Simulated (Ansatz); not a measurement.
## N: strain and displacement

```
N
1.0
     3.62900    0.00000    0.00000
    -1.81450    3.14281    0.00000
     0.00000    0.00000    5.89000
N
2
Cartesian
  0.0000 2.0952 1.4725
  1.8145 1.0476 4.4175
```

Atom numbers follow the list: N1, N2.

The geometry is COD entry 1539196, unchecked; take it as a test cell.

Theory: Ansatz 0.2.0, DFT, PBE, all-electron PAW with datasets made for the crystal, scalar-relativistic.

Sampling and basis: a Γ-centred 10×10×5 k mesh, Fermi–Dirac smearing of 0.02 eV, cutoff 160 eV (chosen by the program for this cell), no spin polarisation.

The unchanged cell is at -7.21 GPa, so energy changes include a term −P ΔV where the volume moves.

In a metal, stresses and small energies carry noise from the k mesh.

x, y and z are the Cartesian axes of the cell as listed; fractional coordinates follow a strain, and an engineering shear is twice the off-diagonal strain component.

(1) One change gave: energy change +44 meV/atom; stress change (xx, yy, zz, yz, xz, xy) 0.59, 0.59, 0.18, 0.00, 0.00, 0.00 GPa, compression positive. Which change was it?
A. atom 1 (N) moved by (0.0566, 0.0566, 0.0000) Å
B. equal xy, yz and zx engineering shear strains of -2 %
C. x and y strained by +1.5 %, z held

## Answers

(1) C. For equal xy, yz and zx engineering shear strains of -2 %: energy change -2 meV/atom; stress change (xx, yy, zz, yz, xz, xy) -0.01, 0.00, -0.02, -0.20, -0.20, -0.28 GPa, compression positive; change of the force on N1 (-0.017, 0.000, -0.002) eV/Å. For atom 1 (N) moved by (0.0566, 0.0566, 0.0000) Å: energy change under 1 meV/atom; stress change (xx, yy, zz, yz, xz, xy) 0.10, -0.10, -0.02, 0.00, 0.00, 0.10 GPa, compression positive; change of the force on N1 (0.028, 0.032, 0.000) eV/Å.
